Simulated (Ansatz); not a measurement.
# 1T-PbSeTe monolayer in a perpendicular field, part 3 of 4

What dipole does a perpendicular field induce in the 1T-PbSeTe monolayer? A positive field points along +c.

Ansatz 0.2.0; plane-wave DFT, PBE-D4, Ansatz PAW (set soft_1); PAW set soft_1 (the session's first sound run).

So far. Step 8 (Single point, field -0.25 V/Å): The dipole is -0.141 e·Å, -0.116 e·Å from its value without field.

### 9. Response, atoms held

This step: plane-wave DFT, PBE-D4, Ansatz PAW (set soft_1); response to a field along the normal, atoms held; PAW set soft_1 (Ansatz 0.2.0).

The dipoles give the slope, and the difference of two potentials shows where the field is screened.

Numbers from this step:

```
equivalent conductor thickness p/(ε₀AE) : 6.427 Å
distance between the outer atoms        : 4.004 Å
```

The dipole of the cell by applied field:

| applied field (V/Å) | dipole of the cell (e·Å) |
| --- | --- |
| -0.250 | -0.141 |
| -0.030 | -0.0397 |
| 0.000 | -0.0258 |
| 0.030 | -0.0119 |
| 0.150 | 0.0436 |
| 0.250 | 0.0900 |

Local field over the applied field, running mean. From the potentials at -0.03 and 0.03 V/Å; running mean over 2.5 Å. Local field over applied field against z:

| z (Å) | local field over applied field |
| --- | --- |
| 4.5 | 0.998 |
| 5.0 | 0.993 |
| 5.5 | 0.979 |
| 6.0 | 0.945 |
| 6.5 | 0.867 |
| 7.0 | 0.731 |
| 7.5 | 0.559 |
| 8.0 | 0.381 |
| 8.5 | 0.217 |
| 9.0 | 0.0897 |
| 9.5 | 0.0285 |
| 10.0 | 0.0158 |
| 10.5 | 0.0124 |
| 11.0 | 0.00899 |
| 11.5 | 0.0165 |
| 12.0 | 0.0275 |
| 12.5 | 0.0544 |
| 13.0 | 0.141 |
| 13.5 | 0.290 |
| 14.0 | 0.468 |
| 14.5 | 0.648 |
| 15.0 | 0.809 |
| 15.5 | 0.916 |
| 16.0 | 0.968 |
| 16.5 | 0.989 |
| 17.0 | 0.996 |
| 17.5 | 0.999 |

Electrons, planar mean, per unit field. Induced electron density against z:

z (Å), induced electron density (e/Å³ per V/Å) and a bar from the least value:
```
      4.5    0.00001 ################
      5.0    0.00003 ################
      5.5    0.00010 ################
      6.0    0.00027 #################
      6.5    0.00071 ###################
      7.0    0.00166 #######################
      7.5    0.00311 #############################
      8.0    0.00332 ##############################
      8.5    0.00112 #####################
      9.0    0.00039 #################
      9.5    0.00053 ##################
     10.0    0.00006 ################
     10.5   -0.00071 #############
     11.0   -0.00012 ###############
     11.5    0.00053 ##################
     12.0    0.00023 #################
     12.5   -0.00063 #############
     13.0   -0.00063 #############
     13.5   -0.00217 ######
     14.0   -0.00368 
     14.5   -0.00244 #####
     15.0   -0.00109 ###########
     15.5   -0.00042 ##############
     16.0   -0.00015 ###############
     16.5   -0.00005 ################
     17.0   -0.00001 ################
     17.5    0.00000 ################
```

By hand: between -0.03 and 0.03 V/Å the dipole changes by 0.02777 e·Å, a slope of 0.4628 e·Å²/V. A perfect conductor of thickness t has p = ε₀AEt, so t = 180.95 × 0.4628 / 13.030 = 6.43 Å (e/ε₀ = 180.95 V·Å, A in Å²).

The induced dipole is that of a conductor 6.43 Å thick.

### 10. Same geometry, cutoff 420 eV, functional LDA

This step: plane-wave DFT, LDA, Ansatz PAW (set soft_1); PAW set soft_1 (Ansatz 0.2.0).

The geometry is kept and the functional is LDA; other changes against the main runs: SCF threshold 1.0e-10 → 1.0e-09 eV, k-mesh 12×12×1 → 6×6×1 and no dispersion term, which doesn't act on the electrons.

input.yaml

```yaml
crystal:
  lattice:
    - [3.8788864731, 0.0, 0.0]
    - [-1.9394432365, 3.3592142241, 0.0]
    - [0.0, 0.0, 22.0037268578]
  atoms:
    - { symbol: Te, position: [0.6666666667, 0.3333333333, 0.4090216198] }
    - { symbol: Pb, position: [0.0, 0.0, 0.5146748763] }
    - { symbol: Se, position: [0.3333333333, 0.6666666667, 0.5909783802] }
kpoints:
  mp_grid: { grid: [6, 6, 1] }
hamiltonian:
  xc: lda
  pseudopotentials: { kind: paw, azcp: { folder: soft_1 }, xc_functional: pbe }
scf:
  occupations: { method: fermi_dirac, width: 0.05 }
  convergence: { dr2_threshold: 1.0e-09 }
efield:
  axis: 3
  dipole_correction: true
  ramp_position: 0.95
  ramp_width: 0.0918
  amplitude: 0.1
output:
  write_potential: true
  write_density: true
  volumetric_format: npy
```

The run is started by

```sh
$ ansatz run input.yaml --threads 4 --pin off --max-ram 6144MiB --backend cpu --events-out ev --progress --plain --runs-dir out
```

Numbers of over 12 decimals in the logs are rounded to 6 here.

Log:

```text
[...]
Crystal: 3 atoms, lattice volume = 286.709 Å³
Basis set: ecut = 420 eV, 5677 PW (Γ)
Bands: 28, of which v1, the nominal top of the filled ones, is band 23 counted from 1 (22 counted from 0)
Symmetry: 6 space group operations
[...]
k-points: 7 of 36 (time reversal used)
[...]
SCF iter   1: F=—  HF=-23814.506496 eV  |F-HF|=—  |Δ(HF+E_count)|=         —  Δρ=1.24e-2  dr2=2.24e0  ethr=3.10e-3  p=0.046 e·Å  D=2.88e-2 V/Å  ΔV_dip=-0.63 eV  dr2_dipole=4.67e-1  V_vac-E_F(+/−)=6.64/5.34 eV  ⟨swp⟩=10.0  Hψ=1140  notcnv=0
[...]
SCF iter  11: F=-23814.252041 eV  HF=-23814.252041 eV  |F-HF|=1.75e-9  |Δ(HF+E_count)|=  2.07e-10  Δρ=4.53e-7  dr2=7.15e-10  ethr=2.17e-12  p=0.020 e·Å  D=1.25e-2 V/Å  ΔV_dip=-0.28 eV  dr2_dipole=1.34e-10  V_vac-E_F(+/−)=6.46/4.80 eV  ⟨swp⟩=3.3  Hψ=735  notcnv=0
SCF 1 converged in 11 iterations: F = -23814.252041 eV  dr2 = 7.15e-10
[...]
SCF converged after 11 iterations
Free energy (F): -23814.252041 eV
[...]
Internal energy: -23814.218753 eV  (E = F + TS)
E sigma→0 (E₀):  -23814.235397 eV
Entropy (-TS):   -0.033287 eV (-11.096 meV/atom)
Fermi energy:    -1.338960 eV
Dipole field:    D = 0.012535 V/Å  (p = 0.019860 e·Å, saw-weighted, corrected)
Work function:   not extracted (applied field tilts the vacuum); planar V_es + V_field profile in the machine report
[...]
--- Band table (eV; the first three rows and the last of 7) ---
  k-point 0: bands = [... 19 lower, -1.7055, -1.7055, -1.0773, -0.3880, -0.3880, 1.9364, 3.2487, 3.2487, ... 1 higher]
  k-point 1: bands = [... 19 lower, -3.0414, -2.0677, -2.0201, -0.7079, -0.5284, 2.0141, 3.0685, 3.4581, ... 1 higher]
  k-point 2: bands = [... 19 lower, -3.8290, -2.6822, -2.6782, -1.4671, -1.1977, 1.6523, 2.8413, 3.4061, ... 1 higher]
  k-point 6: bands = [... 19 lower, -4.4827, -4.4202, -2.9414, -2.3573, -1.7191, 1.9598, 2.0714, 3.5656, ... 1 higher]
```

Run time: 2.5 s. Hardware: 4 threads of Arm Neoverse V1, shared host; peak memory 0.52 GiB; 8.6 s of CPU time.

This step gave:

* energy at zero smearing: -23814.2354 eV
* dipole along the normal: 0.01986 e·Å

The dipole is 0.0199 e·Å.

### 11. Same geometry, cutoff 420 eV, functional LDA (run 2)

The same run in the opposite field.

input.yaml: that of step 10 with these lines changed.

```diff
@@ -22,3 +22,3 @@
   ramp_width: 0.0918
-  amplitude: 0.1
+  amplitude: -0.1
 output:
```

Log:

```text
[...]
Crystal: 3 atoms, lattice volume = 286.709 Å³
Basis set: ecut = 420 eV, 5677 PW (Γ)
Bands: 28, of which v1, the nominal top of the filled ones, is band 23 counted from 1 (22 counted from 0)
Symmetry: 6 space group operations
[...]
k-points: 7 of 36 (time reversal used)
[...]
k-point 0: bands = [... 19 lower, -1.7079, -1.7079, -1.0804, -0.3759, -0.3759, 1.9667, 3.2517, 3.2517, ... 1 higher]
  k-point 1: bands = [... 19 lower, -3.0532, -2.0696, -2.0065, -0.6962, -0.5235, 2.0241, 3.0966, 3.4614, ... 1 higher]
  k-point 2: bands = [... 19 lower, -3.8218, -2.6790, -2.6740, -1.4632, -1.1867, 1.6592, 2.8460, 3.4089, ... 1 higher]
  k-point 6: bands = [... 19 lower, -4.4768, -4.4169, -2.9406, -2.3413, -1.7137, 1.9653, 2.0736, 3.5756, ... 1 higher]
[key lines of the parts left out:]
SCF converged after 11 iterations
Free energy (F): -23814.257331 eV
Fermi energy:    -1.331973 eV
Dipole field:    D = -0.045894 V/Å  (p = -0.072717 e·Å, saw-weighted, corrected)
```

Run time: 2.6 s. Hardware: 4 threads; peak memory 0.51 GiB.

The dipole is -0.0727 e·Å.

### 12. Response at this level

This step: plane-wave DFT, LDA, Ansatz PAW (set soft_1); response to a field along the normal, atoms held; PAW set soft_1 (Ansatz 0.2.0).

The two signs of the field give the slope at this level.

This step gave:

```yaml
equivalent_conductor_thickness_p_eps_0ae: 6.428 Å
```

The induced dipole is that of a conductor 6.43 Å thick.

### 13. Same geometry, cutoff 420 eV, functional PBE

This step: plane-wave DFT, PBE, Ansatz PAW (set soft_1); PAW set soft_1 (Ansatz 0.2.0).

The geometry is kept and the functional is PBE; other changes against the main runs: SCF threshold 1.0e-10 → 1.0e-09 eV, k-mesh 12×12×1 → 6×6×1 and no dispersion term, which doesn't act on the electrons.

input.yaml: that of step 11 with these lines changed.

```diff
@@ -12,4 +12,4 @@
 hamiltonian:
-  xc: lda
-  pseudopotentials: { kind: paw, azcp: { folder: soft_1 }, xc_functional: pbe }
+  xc: pbe
+  pseudopotentials: { kind: paw, azcp: { folder: soft_1 } }
 scf:
@@ -22,3 +22,3 @@
   ramp_width: 0.0918
-  amplitude: -0.1
+  amplitude: 0.1
 output:
```

Log:

```text
[...]
Crystal: 3 atoms, lattice volume = 286.709 Å³
Basis set: ecut = 420 eV, 5677 PW (Γ)
Bands: 28, of which v1, the nominal top of the filled ones, is band 23 counted from 1 (22 counted from 0)
Symmetry: 6 space group operations
[...]
k-points: 7 of 36 (time reversal used)
[...]
k-point 0: bands = [... 19 lower, -1.4661, -1.4661, -0.7539, -0.1095, -0.1095, 2.3187, 3.5867, 3.5883, ... 1 higher]
  k-point 1: bands = [... 19 lower, -2.7817, -1.8222, -1.7387, -0.4341, -0.2365, 2.3620, 3.3995, 3.7972, ... 1 higher]
  k-point 2: bands = [... 19 lower, -3.5619, -2.4306, -2.4247, -1.1682, -0.9297, 1.9943, 3.1726, 3.7373, ... 1 higher]
  k-point 6: bands = [... 19 lower, -4.2080, -4.1551, -2.6890, -2.1120, -1.4179, 2.2879, 2.3908, 3.8956, ... 1 higher]
[key lines of the parts left out:]
SCF converged after 12 iterations
Free energy (F): -24357.813016 eV
Fermi energy:    -1.056911 eV
Dipole field:    D = 0.012432 V/Å  (p = 0.019697 e·Å, saw-weighted, corrected)
```

Run time: 2.5 s. Hardware: 4 threads; peak memory 0.53 GiB.

The dipole is 0.0197 e·Å.

### 14. Same geometry, cutoff 420 eV, functional PBE (run 2)

The same run in the opposite field.

input.yaml: that of step 13 with these lines changed.

```diff
@@ -22,3 +22,3 @@
   ramp_width: 0.0918
-  amplitude: 0.1
+  amplitude: -0.1
 output:
```

Log:

```text
[...]
Crystal: 3 atoms, lattice volume = 286.709 Å³
Basis set: ecut = 420 eV, 5677 PW (Γ)
Bands: 28, of which v1, the nominal top of the filled ones, is band 23 counted from 1 (22 counted from 0)
Symmetry: 6 space group operations
[...]
k-points: 7 of 36 (time reversal used)
[...]
k-point 0: bands = [... 19 lower, -1.4683, -1.4683, -0.7560, -0.0970, -0.0970, 2.3561, 3.5919, 3.5919, ... 1 higher]
  k-point 1: bands = [... 19 lower, -2.7932, -1.8237, -1.7248, -0.4220, -0.2311, 2.3750, 3.4424, 3.8010, ... 1 higher]
  k-point 2: bands = [... 19 lower, -3.5545, -2.4253, -2.4219, -1.1638, -0.9183, 2.0020, 3.1779, 3.7407, ... 1 higher]
  k-point 6: bands = [... 19 lower, -4.2016, -4.1516, -2.6881, -2.0952, -1.4121, 2.2942, 2.3936, 3.9065, ... 1 higher]
[key lines of the parts left out:]
SCF converged after 12 iterations
Free energy (F): -24357.818340 eV
Fermi energy:    -1.049656 eV
Dipole field:    D = -0.046024 V/Å  (p = -0.072923 e·Å, saw-weighted, corrected)
```

The job ended after 2.4 s (4 threads; peak memory 0.52 GiB).

The dipole is -0.0729 e·Å.

### 15. Response at this level

This step: plane-wave DFT, PBE, Ansatz PAW (set soft_1); response to a field along the normal, atoms held; PAW set soft_1 (Ansatz 0.2.0).

The induced dipole is that of a conductor 6.43 Å thick.

### 16. Same geometry, cutoff 500 eV, functional r2SCAN

This step: plane-wave DFT, r2SCAN, Ansatz PAW (set soft_1); PAW set soft_1 (Ansatz 0.2.0).

The geometry is kept and the functional is r2SCAN; other changes against the main runs: SCF threshold 1.0e-10 → 1.0e-09 eV, cutoff 420 → 500, k-mesh 12×12×1 → 6×6×1 and no dispersion term, which doesn't act on the electrons.

input.yaml: that of step 14 with these lines changed.

```diff
@@ -12,3 +12,3 @@
 hamiltonian:
-  xc: pbe
+  xc: r2scan
   pseudopotentials: { kind: paw, azcp: { folder: soft_1 } }
@@ -22,3 +22,3 @@
   ramp_width: 0.0918
-  amplitude: -0.1
+  amplitude: 0.1
 output:
```

Log:

```text
[...]
Crystal: 3 atoms, lattice volume = 286.709 Å³
Basis set: ecut = 500 eV, 7263 PW (Γ), exchange–correlation on 120×120×648 points (64 copies of the dense FFT grid, shifted against one another)
Bands: 28, of which v1, the nominal top of the filled ones, is band 23 counted from 1 (22 counted from 0)
Symmetry: 6 space group operations
[...]
k-point 0: bands = [... 19 lower, -1.7699, -1.7699, -0.8337, -0.2853, -0.2853, 2.6200, 3.6583, 3.6583, ... 1 higher]
  k-point 1: bands = [... 19 lower, -3.0943, -2.1306, -1.9393, -0.6255, -0.3630, 2.5333, 3.6349, 3.8756, ... 1 higher]
  k-point 2: bands = [... 19 lower, -3.8714, -2.7454, -2.7243, -1.3306, -1.1468, 2.1468, 3.3249, 3.8242, ... 1 higher]
  k-point 6: bands = [... 19 lower, -4.5289, -4.4684, -2.9856, -2.3979, -1.5936, 2.3917, 2.5141, 4.0444, ... 1 higher]
[key lines of the parts left out:]
SCF converged after 13 iterations
Free energy (F): -24395.884809 eV
Fermi energy:    -1.246081 eV
Dipole field:    D = 0.011224 V/Å  (p = 0.017783 e·Å, saw-weighted, corrected)
```

Run time: 7.3 s. Hardware: 4 threads; peak memory 1 GiB; 28 s of CPU time.

The dipole is 0.0178 e·Å.

### 17. Same geometry, cutoff 500 eV, functional r2SCAN (run 2)

The same run in the opposite field.

input.yaml: that of step 16 with these lines changed.

```diff
@@ -22,3 +22,3 @@
   ramp_width: 0.0918
-  amplitude: 0.1
+  amplitude: -0.1
 output:
```

Log:

```text
[...]
Crystal: 3 atoms, lattice volume = 286.709 Å³
Basis set: ecut = 500 eV, 7263 PW (Γ), exchange–correlation on 120×120×648 points (64 copies of the dense FFT grid, shifted against one another)
Bands: 28, of which v1, the nominal top of the filled ones, is band 23 counted from 1 (22 counted from 0)
Symmetry: 6 space group operations
[...]
k-point 0: bands = [... 19 lower, -1.7726, -1.7726, -0.8346, -0.2723, -0.2723, 2.6544, 3.6620, 3.6620, ... 1 higher]
  k-point 1: bands = [... 19 lower, -3.1066, -2.1326, -1.9254, -0.6130, -0.3573, 2.5455, 3.6686, 3.8794, ... 1 higher]
  k-point 2: bands = [... 19 lower, -3.8641, -2.7464, -2.7154, -1.3259, -1.1350, 2.1545, 3.3302, 3.8275, ... 1 higher]
  k-point 6: bands = [... 19 lower, -4.5227, -4.4657, -2.9849, -2.3802, -1.5878, 2.3981, 2.5169, 4.0548, ... 1 higher]
[key lines of the parts left out:]
SCF converged after 12 iterations
Free energy (F): -24395.890440 eV
Fermi energy:    -1.238771 eV
Dipole field:    D = -0.046740 V/Å  (p = -0.074058 e·Å, saw-weighted, corrected)
```

Run time: 7.3 s. Hardware: 4 threads; peak memory 1 GiB; 28 s of CPU time.

The dipole is -0.0741 e·Å.

### 18. Response at this level

This step: plane-wave DFT, r2SCAN, Ansatz PAW (set soft_1); response to a field along the normal, atoms held; PAW set soft_1 (Ansatz 0.2.0).

The induced dipole is that of a conductor 6.38 Å thick.

### 19. Same geometry, cutoff 420 eV, functional HSE06

This step: plane-wave DFT, HSE06, Ansatz PAW (set soft_1); PAW set soft_1 (Ansatz 0.2.0).

The geometry is kept and the functional is HSE06; other changes against the main runs: SCF threshold 1.0e-10 → 1.0e-09 eV, k-mesh 12×12×1 → 6×6×1 and no dispersion term, which doesn't act on the electrons.

input.yaml: that of step 17 with these lines changed.

```diff
@@ -12,3 +12,3 @@
 hamiltonian:
-  xc: r2scan
+  xc: hse06
   pseudopotentials: { kind: paw, azcp: { folder: soft_1 } }
@@ -22,3 +22,3 @@
   ramp_width: 0.0918
-  amplitude: -0.1
+  amplitude: 0.1
 output:
```

Log:

```text
[...]
Crystal: 3 atoms, lattice volume = 286.709 Å³
Basis set: ecut = 420 eV, 5677 PW (Γ)
Bands: 28, of which v1, the nominal top of the filled ones, is band 23 counted from 1 (22 counted from 0)
Symmetry: 6 space group operations
[...]
k-points: 7 of 36 (time reversal used)
[...]
k-point 0: bands = [... 19 lower, -1.9758, -1.9758, -0.7776, -0.1747, -0.1747, 2.5783]
  k-point 1: bands = [... 19 lower, -3.3781, -2.3609, -2.0827, -0.5690, -0.2743, 2.6039]
  k-point 2: bands = [... 19 lower, -4.2259, -3.0173, -2.9951, -1.3756, -1.1767, 2.2398]
  k-point 6: bands = [... 19 lower, -4.9324, -4.8910, -3.2721, -2.6588, -1.6606, 2.5370]
  guard bands above this table: 3 of the run's 28 bands. The solve was not asked for them (output.publish_guard_bands: true or output.eigenvalues: true publishes all)
[key lines of the parts left out:]
Free energy (F): -24366.912536 eV
Fermi energy:    -1.281315 eV
Dipole field:    D = 0.011240 V/Å  (p = 0.017809 e·Å, saw-weighted, corrected)
```

It took 44 s on 4 threads; peak memory 3.6 GiB; 2.6 min of CPU time.

The dipole is 0.0178 e·Å.

[end of part 3 of 4]

[Logs are printed without paths, hosts, clocks, repeated set-up lines and the standing remarks that a program may print on its own settings, such as how far it seeks lower states.]

[Hosts, paths, dates, database ids (printed as entryN), source tags and the programs' standing remarks are cut or masked in the printed files.]

[Maps of the electrostatic potential energy from Ansatz leave out the sawtooth potential of an applied field or a dipole correction, so their vacuum need not be flat; planar profiles and work functions include it.]
